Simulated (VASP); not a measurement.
**From VASP inputs to Ansatz: WSe₂ (fluorite)**

INCAR

```
IBRION = -1
GGA = PE
LREAL = .FALSE.
NELM = 120
LCHARG = .FALSE.
MAGMOM = 0.0 0.0 0.0 0.0 0.0 0.0 0.0 0.0 0.0
ISIF = 2
LWAVE = .FALSE.
EDIFF = 1E-7
GGA_COMPAT = .FALSE.
LASPH = .TRUE.
ENCUT = 520
SIGMA = 0.02
NBANDS = 37
NSW = 0
LSORBIT = .TRUE.
PREC = Accurate
ISMEAR = -1
```

KPOINTS

```
KPOINTS created by Atomic Simulation Environment
0
Gamma
8 8 8
0 0 0
```

KPOINTS_OPT

```
special points
6
Reciprocal
0.0000000000 0.0000000000 0.0000000000 1
0.5000000000 0.0000000000 0.5000000000 1
0.5000000000 0.2500000000 0.7500000000 1
0.3750000000 0.3750000000 0.7500000000 1
0.5000000000 0.5000000000 0.5000000000 1
0.6250000000 0.2500000000 0.6250000000 1
```

POSCAR

```
W  Se
 1.0000000000000000
     0.0000000000000000    3.0924832561503570    3.0924832561503570
     3.0924832561503570   -0.0000000000000000    3.0924832561503570
     3.0924832561503570    3.0924832561503570    0.0000000000000000
 W   Se
   1   2
Cartesian
 -0.0000000000000000  0.0000000000000000  0.0000000000000000
  1.5462416280751785  1.5462416280751785  1.5462416280751785
  4.6387248842255353  4.6387248842255353  4.6387248842255353
```

VASP ran with the recommended PBE PAW datasets (26 valence electrons in the cell).

Problem. Translate these files to an Ansatz input.

Solution. 

```yaml
crystal:
  lattice:
    - [0.0, 3.0924832562, 3.0924832562]
    - [3.0924832562, 0.0, 3.0924832562]
    - [3.0924832562, 3.0924832562, 0.0]
  atoms:
    - { symbol: W, position: [0.0, 0.0, 0.0] }
    - { symbol: Se, position: [0.25, 0.25, 0.25] }
    - { symbol: Se, position: [0.75, 0.75, 0.75] }
kpoints:
  mp_grid: { grid: [8, 8, 8] }
  band_path:
    path:
      - [0.0, 0.0, 0.0]
      - [0.5, 0.0, 0.5]
      - [0.5, 0.25, 0.75]
      - [0.375, 0.375, 0.75]
      - [0.5, 0.5, 0.5]
      - [0.625, 0.25, 0.625]
    npoints: 1
hamiltonian:
  xc: pbe
scf:
  occupations: { method: fermi_dirac, width: 0.02 }
  n_extra_bands: 8
magnetization:
  noncollinear: true
  spin_orbit: true
output:
  forces: true
  stress: true
  eigenvalues: true
```

Other inputs would serve too.

```
                                                        VASP                             Ansatz
gap between bands v and c  -0.73 eV (bands overlap: a metal)  -0.72 eV (bands overlap: a metal)
         least direct gap                            0.00 eV                            0.00 eV
```

Datasets and cutoffs are each program's own. VASP's cell holds 26 valence electrons and Ansatz's 46.
